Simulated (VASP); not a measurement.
A run of VASP 6.6.1 is set up as follows.

Contents of INCAR:

```
SYSTEM = WS2
PREC = Accurate
ENCUT = 520
EDIFF = 1E-6
ISMEAR = 0
SIGMA = 0.02
LREAL = .FALSE.
LASPH = .TRUE.
NELM = 60
ALGO = Normal
ISIF = 2
LWAVE = .FALSE.
LCHARG = .FALSE.
LMAXMIX = 4
GGA = PS
```

The input KPOINTS:

```
regular mesh
0
G
  10 10 10
  0 0 0
```

Contents of POSCAR:

```
WS2
1.0
    1.5790000000      0.9116360751      6.1633333333
   -1.5790000000      0.9116360751      6.1633333333
    0.0000000000     -1.8232721501      6.1633333333
W S
1 2
Direct
    0.0000000000      0.0000000000      0.0000000000
    0.5810000000      0.5810000000      0.5810000000
    0.7503000000      0.7503000000      0.7503000000
```

The input KPOINTS_OPT:

```
path GLB1,BZGX,QFP1Z,LP
15
line-mode
reciprocal
 0.0000000000  0.0000000000  0.0000000000  G
 0.5000000000  0.0000000000  0.0000000000  L

 0.5000000000  0.0000000000  0.0000000000  L
 0.5000000000  0.1812521368 -0.1812521368  B1

 0.8187478632  0.5000000000  0.1812521368  B
 0.5000000000  0.5000000000  0.5000000000  Z

 0.5000000000  0.5000000000  0.5000000000  Z
 0.0000000000  0.0000000000  0.0000000000  G

 0.0000000000  0.0000000000  0.0000000000  G
 0.3406260684  0.0000000000 -0.3406260684  X

 0.6593739316  0.3406260684  0.0000000000  Q
 0.5000000000  0.5000000000  0.0000000000  F

 0.5000000000  0.5000000000  0.0000000000  F
 0.6593739316  0.6593739316  0.1812521368  P1

 0.6593739316  0.6593739316  0.1812521368  P1
 0.5000000000  0.5000000000  0.5000000000  Z

 0.5000000000  0.0000000000  0.0000000000  L
 0.8187478632  0.3406260684  0.3406260684  P
```

Potentials or basis: VASP PAW PBE potentials, release 64 (W_sv, S).

The run is started by

```console
$ cat potpaw_PBE.64/W_sv/POTCAR potpaw_PBE.64/S/POTCAR > POTCAR
$ mpirun -np 1 vasp_std > vasp.out
```

Question: Estimate the pressure.

Answer: -0.5 GPa.

Question: Predict the band gap along the path.

Answer: 0.98 eV, indirect (least direct gap 1.89 eV).

Question: What does it give for the band gap on the k mesh?

Answer: 1.03 eV, indirect (least direct gap 2.24 eV).

Question: Predict the largest force.

Answer: 0.602 eV/Å.

Levels at the corners of the path, in eV from the valence-band top:
| point | band 10 | band 11 | band 12 | band 13 | band 14 | band 15 | band 16 | band 17 |
| --- | --- | --- | --- | --- | --- | --- | --- | --- |
| Γ | -2.28 | -2.28 | -1.57 | -1.23 | 2.19 | 2.19 | 2.55 | 2.55 |
| L | -4.16 | -2.58 | -1.80 | -1.74 | 2.30 | 2.59 | 3.60 | 3.88 |
| L | -4.16 | -2.58 | -1.80 | -1.74 | 2.30 | 2.59 | 3.60 | 3.88 |
| B1 | -4.66 | -4.08 | -3.04 | -0.70 | 1.25 | 2.52 | 3.55 | 4.87 |
| B | -4.66 | -4.08 | -3.04 | -0.70 | 1.25 | 2.52 | 3.55 | 4.87 |
| Z | -3.56 | -2.25 | -2.25 | 0.00 | 2.31 | 2.31 | 2.39 | 2.39 |
| Z | -3.56 | -2.25 | -2.25 | 0.00 | 2.31 | 2.31 | 2.39 | 2.39 |
| Γ | -2.28 | -2.28 | -1.57 | -1.23 | 2.19 | 2.19 | 2.55 | 2.55 |
| Γ | -2.28 | -2.28 | -1.57 | -1.23 | 2.19 | 2.19 | 2.55 | 2.55 |
| X | -4.67 | -4.01 | -3.08 | -0.68 | 1.22 | 2.53 | 3.50 | 4.92 |
| Q | -4.67 | -4.01 | -3.08 | -0.68 | 1.22 | 2.53 | 3.50 | 4.92 |
| F | -4.08 | -3.19 | -2.00 | -1.56 | 2.25 | 2.70 | 3.20 | 4.39 |
| F | -4.08 | -3.19 | -2.00 | -1.56 | 2.25 | 2.70 | 3.20 | 4.39 |
| P1 | -4.10 | -3.06 | -1.96 | -1.58 | 2.25 | 2.75 | 3.24 | 4.25 |
| P1 | -4.10 | -3.06 | -1.96 | -1.58 | 2.25 | 2.75 | 3.24 | 4.26 |
| Z | -3.56 | -2.25 | -2.25 | 0.00 | 2.31 | 2.31 | 2.39 | 2.39 |
| L | -4.16 | -2.58 | -1.80 | -1.74 | 2.30 | 2.59 | 3.60 | 3.88 |
| P | -4.10 | -3.06 | -1.96 | -1.58 | 2.25 | 2.75 | 3.24 | 4.27 |

Caveat: the PAW data sets were made with another functional, which shifts forces and pressure a little; spin-orbit coupling is left out, which moves the levels of the heavy elements.
